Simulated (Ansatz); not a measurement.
We consider rutile GeO2, described by B3LYP (VWN-RPA form) (Ansatz, a first-principles code, PAW).

Run with plane-wave cutoff 460 eV, 6×6×8 k mesh (along the axes of the cell as run), Fermi–Dirac smearing 0.01 eV, scalar-relativistic PAW data made under PBE.

Cell (measured lattice):

Space group P4₂/mnm (No. 136); a = b = 4.3970 Å, c = 2.8630 Å, α = β = γ = 90.00°

```tsv
atom	site	symmetry	x	y	z
Ge	2a	m.mm	0.0000	0.0000	0.0000
O	4f	m.2m	0.3056	0.3056	0.0000
```

What does this level give for the band gap?


* **band gap**: 4.07 eV (on the SCF k mesh) (direct)

Measured, for comparison: band gap 4.68 eV (temperature not stated, no zero-point or thermal correction, direct (forbidden), UV absorption; as tabulated in Mengle et al. (2019), arXiv:1905.10301).

Note: cell and atoms aren't relaxed at this level (pressure 7.9 GPa).

Spin–orbit coupling is not included.

It cost about 2.2 core-minutes (a rough figure) of CPU time.
